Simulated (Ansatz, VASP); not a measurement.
**Ti4C3 in VASP and in Ansatz**

```
Ti C
1.0
     4.31034    0.00000    0.00000
     0.00000    4.31034    0.00000
     0.00000    0.00000    4.31034
Ti C
4 3
Direct
  0.00000 0.00000 0.00000
  0.00000 0.50000 0.50000
  0.50000 0.00000 0.50000
  0.50000 0.50000 0.00000
  0.50000 0.00000 0.00000
  0.00000 0.50000 0.00000
  0.00000 0.00000 0.50000
```

Alike in both runs: functional PBE; k mesh 10 × 10 × 10; occupations gaussian, width 0.1 eV; no spin polarisation.

Ansatz relaxed the structure, and its values are those at the end. VASP's run is a single point on that final structure, the one shown.

|  | VASP | Ansatz |
| --- | --- | --- |
| version | VASP 6.6.1 | Ansatz 0.2.0 |
| potentials or method | VASP PAW PBE potentials, release 64 (Ti_sv, C) | scalar-relativistic, plane waves, PAW |
| plane-wave cutoff (eV) | 520 | 420 |
| valence electrons in the cell | 60 | 60 |

```tsv
	VASP	Ansatz	Ansatz less VASP
gap on the k mesh at the Fermi level (eV)	none	none	-
pressure (GPa)	0.2	0.0	-0.18
```

A gap of «none» marks a metal or a gap that the smearing closes.
